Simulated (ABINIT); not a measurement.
Crystal: BAs.

```
As B
1.0
     0.00000    2.38850    2.38850
     2.38850    0.00000    2.38850
     2.38850    2.38850    0.00000
As B
1 1
Direct
  0.75000 0.75000 0.75000
  0.00000 0.00000 0.00000
```

Base run:

| Item | Value |
| --- | --- |
| Program | ABINIT 10.8.3 (patched build) |
| Functional | OLYP |
| Potentials or basis | JTH PAW PBE v2.0 sp |
| Cutoff | 408 eV |
| k mesh | 10 × 10 × 10 |
| Occupations | fermi-dirac, width 0.05 eV |
| Spin | no spin polarisation |

Its results: band gap on the k mesh 1.34 eV, indirect (least direct gap 3.32 eV); pressure 2.5 GPa.

Task: The run is repeated on the same cell with these changes: functional from OLYP to HCTH407. What comes out?

Result: Band gap on the k mesh 1.47 eV, indirect (least direct gap 3.34 eV); pressure 2.5 GPa.

Caveats: the PAW data sets were made with another functional, which shifts forces and pressure a little; this set keeps more shells in the core, which shifts pressures and gaps.
